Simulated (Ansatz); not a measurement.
# W: changing the strain (εzz = s)

```
CELL_PARAMETERS angstrom
-1.58234 1.58234 1.58234
1.58234 -1.58234 1.58234
1.58234 1.58234 -1.58234
ATOMIC_POSITIONS crystal
W 0.00000 0.00000 0.00000
```

Kept alike: task band structure; functional PBEsol; k mesh 10 × 10 × 10; occupations fermi-dirac, width 0.05 eV; no spin polarisation. Program: Ansatz, Ansatz PAW, cutoff 420 eV. The mesh is that of the run's cell of 1 atom. No spin-orbit coupling.

```csv
s,free energy over the lowest row (meV/atom)
-0.04,35.15
-0.02,?
-0.01,0.00
0,0.11
0.01,5.58
0.02,16.01
0.04,50.42
```

The cell shown is the unstrained one; x, y and z are its Cartesian axes; atoms keep their fractions. For a metal such a mesh leaves the last digits unconverged. All rows use potentials made for PBE.

Task: Fit the rows shown and predict the run at -0.02.

Result: A least-squares cubic through the rows shown is free energy = -58691 s³ + 26666.7 s² + 284.78 s + 0.118 (largest miss 0.008); at s = -0.02 it gives 5.56 meV/atom. The run gave: free energy over the lowest row 5.63 meV/atom.

The energy follows a nearly parabolic well whose minimum lies between -0.01 and 0, so the starting cell is slightly stretched along z for this functional. That offset is why extension to 0.04 costs more than compression to -0.04. It hides the usual anharmonicity, which appears in the negative cubic coefficient: measured from the minimum, the lattice stiffens on compression as overlap repulsion grows.

The steep curvature fits tungsten's well-known stiffness. Its roughly half-filled d band occupies mostly bonding states and leaves the antibonding ones largely empty, giving strong cohesion that resists changes in bond length and angle.

The cubic predicts the withheld run closely, but misses it by clearly more than it misses any fitted row. With four coefficients for six points, the small residuals understate the predictive error; the remainder may reflect higher-order elasticity or slight changes in Fermi-surface sampling with strain. Because the lateral dimensions are fixed, the curve probes uniaxial stiffness with a volume change, and its minimum isn't the fully relaxed lattice.
